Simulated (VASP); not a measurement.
Wanted: the native input for a VASP 6.6.1 run.

```yaml
Task: optical spectrum
Functional: LDA
Potentials_or_basis: VASP PAW LDA potentials, release 64 (Ta_pv, N)
Cutoff: 520 eV
k_mesh: 6 × 6 × 9
Occupations: gaussian, width 0.02 eV
Spin: no spin polarisation
Further_INCAR_settings: ALGO = Normal; EDIFF = 1e-06; NBANDS = 72
```

The structure of TaN lies in POSCAR:

```
TaN
1.0
    5.1960000000      0.0000000000      0.0000000000
   -2.5980000000      4.4998679981      0.0000000000
    0.0000000000      0.0000000000      2.9110000000
Ta N
3 3
Direct
    0.0000000000      0.0000000000      0.0000000000
    0.6666666667      0.3333333333      0.5000000000
    0.3333333333      0.6666666667      0.5000000000
    0.0000000000      0.3928500000      0.0000000000
    0.6071500000      0.6071500000      0.0000000000
    0.3928500000      0.0000000000      0.0000000000
```

The input as run:

INCAR

```
PREC = Accurate
ENCUT = 520
EDIFF = 1E-6
ISMEAR = 0
SIGMA = 0.02
LREAL = False
LASPH = True
NELM = 100
ALGO = Normal
ISIF = 2
LWAVE = False
LCHARG = False
GGA = CA
LOPTICS = True
NBANDS = 72
NEDOS = 2000
CSHIFT = 0.1
```

KPOINTS

```
regular mesh
0
Gamma
  6 6 9
```

Potentials or basis: VASP PAW LDA potentials, release 64 (Ta_pv, N).

Run with:

```console
$ cat potpaw_LDA.64/Ta_pv/POTCAR potpaw_LDA.64/N/POTCAR > POTCAR
$ mpirun -np 1 vasp_std > vasp.out
```

It gave:

```yaml
Pressure: -8.3 GPa
Largest_force: 0.035 eV/Å
Band_gap_on_the_k_mesh: none (metal or under the smearing width)
```

Caveat: spectra need much finer meshes, so this one isn't converged; independent-particle spectra lack excitons; the intraband (Drude) part of a metal's response may be missing.

Wall time 91 s on 1 thread of AMD EPYC 9R45 96-Core Processor (Zen 5), with other jobs on the host, peak memory 0.32 GiB.
